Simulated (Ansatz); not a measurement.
Ribbons are cut from the relaxed C monolayer (P6/mmm, bond 1.42 Å, gap on the mesh 0.00 eV); N counts dimer lines (armchair) or zigzag chains, and the edge energy is per length, the mean of both edges over the sheet. Caps count from half an H2 molecule.

Computed with Ansatz, DFT PBEsol, scalar-relativistic, plane waves, PAW.

Cutoff 420 eV, Gaussian smearing of 0.05 eV, energies at zero smearing, symmetry of each start kept, no spin polarisation.

| start | atoms | k mesh | edge energy (eV/Å) | period (Å) | gap on the mesh (eV) |
| --- | --- | --- | --- | --- | --- |
| armchair, N = 6 with H caps | 16 | 1×1×13 | 0.035 | 4.296 | 1.11 |
| armchair, N = 9 with H caps | 22 | 1×1×13 | 0.037 | 4.282 | 0.78 |

Problem. What is found for armchair, N = 5 with H caps?

Solution. edge energy (eV/Å) 0.046, period (Å) 4.295, gap on the mesh (eV) 0.43.

The gap is read on a mesh, which can miss the band edges, so it can be too wide.